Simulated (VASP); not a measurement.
Input of a VASP 6.6.1 run:

Contents of INCAR:

```
ALGO     = Normal         # electronic algorithm
EDIFF    = 1E-6           # SCF threshold, eV
ENCUT    = 520            # plane-wave cutoff, eV
GGA      = CA             # functional
ISIF     = 2              # what is computed and relaxed
ISMEAR   = 0              # smearing method
LASPH    = True           # aspherical terms in the spheres
LCHARG   = False          # write CHGCAR
LREAL    = False          # projectors in reciprocal space
LWAVE    = False          # write WAVECAR
NBANDS   = 18             # bands
NELM     = 100            # most SCF steps
PREC     = Accurate       # precision mode
SIGMA    = 0.03           # smearing width, eV
```

KPOINTS

```
k-points
0
Gamma
  10 10 6
```

File POSCAR:

```
Te2Pt
1.0
    4.0259000000      0.0000000000      0.0000000000
   -2.0129500000      3.4865316731      0.0000000000
    0.0000000000      0.0000000000      5.2209000000
Te Pt
2 1
Direct
    0.3333333333      0.6666666667      0.2540000000
    0.6666666667      0.3333333333      0.7460000000
    0.0000000000      0.0000000000      0.0000000000
```

Potentials or basis: VASP PAW LDA potentials, release 64 (Te, Pt).

Command:

```sh
$ cat potpaw_LDA.64/Te/POTCAR potpaw_LDA.64/Pt/POTCAR > POTCAR
$ mpirun -np 1 vasp_std > vasp.out
```

Question: Estimate the band gap on the k mesh.

Answer: None (metal or under the smearing width).

Question: Estimate the largest force.

Answer: 0.275 eV/Å.

Question: What does it give for the pressure?

Answer: -0.3 GPa.

Forces in eV/Å, atoms in the order of the input:
```
Te   0.000  0.000  0.275
Te   0.000  0.000 -0.275
Pt   0.000  0.000  0.000
```

Spin-orbit coupling is left out, which matters for the levels of Pt, Te.
